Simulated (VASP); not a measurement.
## A VASP 6.6.1 single-point calculation on AlN

INCAR

```
PREC = Accurate
NELM = 78
LWAVE = .FALSE.
ENCUT = 250
LREAL = .FALSE.
LCHARG = .FALSE.
EDIFF = 1E-7
ISMEAR = -1
IBRION = -1
GGA = PE
LASPH = .TRUE.
SIGMA = 0.02
ISIF = 2
NBANDS = 11
NSW = 0
```

KPOINTS

```
KPOINTS created by Atomic Simulation Environment
0
Gamma
10 10 10
0 0 0
```

POSCAR

```
Al N
 1.0000000000000000
    -0.0033865584750001    2.1848764208250002    2.1848764208249616
     2.1848764208250002   -0.0033865584750001    2.1848764208249616
     2.1814898623999999    2.1814898623999999    0.0000000000499223
 Al  N
   1   1
Cartesian
  0.0000000000000102  0.0000000000000102 -0.0008878935846620
  1.0907449311874897  1.0907449311874897  1.0933261040096234
```

The recommended PBE PAW datasets give the neutral cell 8 valence electrons.

Command

```
mpirun -np 1 vasp_std
```

OSZICAR

```
N       E                     dE             d eps       ncg     rms          rms(c)
DAV:   1    -0.479760376275E+01   -0.47976E+01   -0.26052E+03  4683   0.318E+02
DAV:   2    -0.163994397540E+02   -0.11602E+02   -0.11371E+02  4493   0.797E+01
DAV:   3    -0.165871432385E+02   -0.18770E+00   -0.18762E+00  4529   0.849E+00
DAV:   4    -0.165876304874E+02   -0.48725E-03   -0.48724E-03  4215   0.519E-01
DAV:   5    -0.165876335896E+02   -0.31022E-05   -0.31021E-05  4506   0.390E-02    0.810E+00
DAV:   6    -0.148793879918E+02    0.17082E+01   -0.73682E+00  4179   0.127E+01    0.395E+00
DAV:   7    -0.148419085134E+02    0.37479E-01   -0.12516E-01  4413   0.219E+00    0.254E+00
DAV:   8    -0.148299404893E+02    0.11968E-01   -0.15028E-02  4053   0.110E+00    0.473E-01
DAV:   9    -0.148295877085E+02    0.35278E-03   -0.10771E-03  4359   0.176E-01    0.216E-01
DAV:  10    -0.148297374894E+02   -0.14978E-03   -0.30545E-04  4086   0.113E-01    0.515E-02
DAV:  11    -0.148297339699E+02    0.35196E-05   -0.65116E-06  4506   0.146E-02    0.172E-02
DAV:  12    -0.148297342275E+02   -0.25767E-06   -0.10272E-06  4137   0.722E-03    0.269E-03
DAV:  13    -0.148297342876E+02   -0.60060E-07   -0.19215E-08  2691   0.872E-04
   1 F= -.14829734E+02 E0= -.14829734E+02  d E =-.175525E-12
```

Standard output (part)

```
POSCAR found type information on POSCAR AlN
 POSCAR found :  2 types and       2 ions
 LDA part: xc-table for (Slater+PW92), standard interpolation
 POSCAR, INCAR and KPOINTS ok, starting setup
 WAVECAR not read
 entering main loop
```

From OUTCAR

```
k-points           NKPTS =    171   k-points in BZ     NKDIM =    171   number of bands    NBANDS=     11

   NELECT =       8.0000    total number of electrons

   dimension x,y,z NGX =    16 NGY =   16 NGZ =   16
   dimension x,y,z NGXF=    32 NGYF=   32 NGZF=   32

  energy-cutoff  :      250.00
  volume of cell :       20.86
      direct lattice vectors                 reciprocal lattice vectors
    -0.003386558  2.184876421  2.184876421    -0.228491733  0.228491733  0.228845895
     2.184876421 -0.003386558  2.184876421     0.228491733 -0.228491733  0.228845895
     2.181489862  2.181489862  0.000000000     0.229201157  0.229201157 -0.228845895

 k-points in reciprocal lattice and weights: KPOINTS created by Atomic Simulation Env
   0.00000000  0.00000000  0.00000000       0.001
   0.10000000 -0.00000000 -0.00000000       0.004
   0.20000000 -0.00000000 -0.00000000       0.004
   0.30000000  0.00000000  0.00000000       0.004
   0.40000000 -0.00000000 -0.00000000       0.004
   0.50000000  0.00000000  0.00000000       0.002
   0.10000000  0.10000000 -0.00000000       0.002
   0.20000000  0.10000000 -0.00000000       0.004
   ...

 E-fermi :   6.6474

 k-point     1 :       0.0000    0.0000    0.0000
  band No.  band energies     occupation
      1      -9.2261      2.00000
      2       6.1496      2.00000
      3       6.1602      2.00000
      4       6.1707      2.00000
      5       9.9612      0.00000
      6      18.5037      0.00000
      7      18.5445      0.00000
      8      18.5848      0.00000
      9      23.7380      0.00000
     10      23.7384      0.00000
     11      25.2216      0.00000

 k-point     2 :       0.1000   -0.0000   -0.0000
  band No.  band energies     occupation
      1      -9.0847      2.00000
      2       5.2414      2.00000
      3       6.0939      2.00000
      4       6.1074      2.00000
      5      10.6892      0.00000
      6      18.1531      0.00000
      7      18.6728      0.00000
      8      18.7231      0.00000
      9      22.4793      0.00000
     10      22.4951      0.00000
     11      24.3687      0.00000

 k-point     3 :       0.2000   -0.0000   -0.0000
  band No.  band energies     occupation
      1      -8.6813      2.00000
      2       3.5574      2.00000
      3       5.9522      2.00000
      4       5.9638      2.00000
      5      11.8586      0.00000
      6      17.3943      0.00000
      7      18.6260      0.00000
      8      18.6626      0.00000
      9      21.9163      0.00000
     10      21.9556      0.00000
     11      23.4439      0.00000

 k-point     4 :       0.3000    0.0000    0.0000
  band No.  band energies     occupation
      1      -8.0987      2.00000
      2       1.8602      2.00000
      3       5.7796      2.00000
      4       5.7893      2.00000
      5      12.7056      0.00000
      6      16.6527      0.00000
      7      17.9746      0.00000
      8      18.0028      0.00000
      9      22.9670      0.00000
     10      23.0229      0.00000
     11      23.2495      0.00000

 k-point     5 :       0.4000   -0.0000   -0.0000
  band No.  band energies     occupation
      1      -7.5214      2.00000
      2       0.6030      2.00000
      3       5.6377      2.00000
      4       5.6457      2.00000
      5      13.1472      0.00000
      6      16.1390      0.00000
      7      17.3703      0.00000
      8      17.3983      0.00000
      9      23.7164      0.00000
     10      24.8229      0.00000
     11      24.8848      0.00000

 ...

  Total       -4.6953619     -4.6953619     -4.7031103      0.0691908      0.0000000      0.0000000
  in kB     -360.6368250   -360.6368250   -361.2319571      5.3143427      0.0000000      0.0000000
  external PRESSURE =    -360.8352023 kB  Pullay stress =       0.0000000 kB

 POSITION                                       TOTAL-FORCE (eV/Angst)
 -----------------------------------------------------------------------------------
      2.18149      2.18149      4.36886         0.000000      0.000000     -0.003596
      1.09074      1.09074      1.09333        -0.000000     -0.000000      0.003596
 -----------------------------------------------------------------------------------
    total drift:                               -0.000009     -0.000009      0.000008

  FREE ENERGIE OF THE ION-ELECTRON SYSTEM (eV)
  ---------------------------------------------------
  free  energy   TOTEN  =       -14.8297342876 eV

  energy  without entropy=      -14.8297342876  energy(sigma->0) =      -14.82973429
```

It converged. Results: gap between bands v and c on the k mesh 3.13 eV; least direct gap on the k mesh 3.79 eV; pressure -36.1 GPa. Band v is the last that the valence electrons fill when counted band by band, and c is the next.

These settings aren't sound, so the numbers aren't properties of the crystal.

On sound settings PBE gives a gap of 3.30 eV on its mesh and a pressure of 4.3 GPa for the intended cell.

The run took about 7 s on one core of a shared host (Intel Xeon Platinum 8488C) and held 0.12 GiB at most.
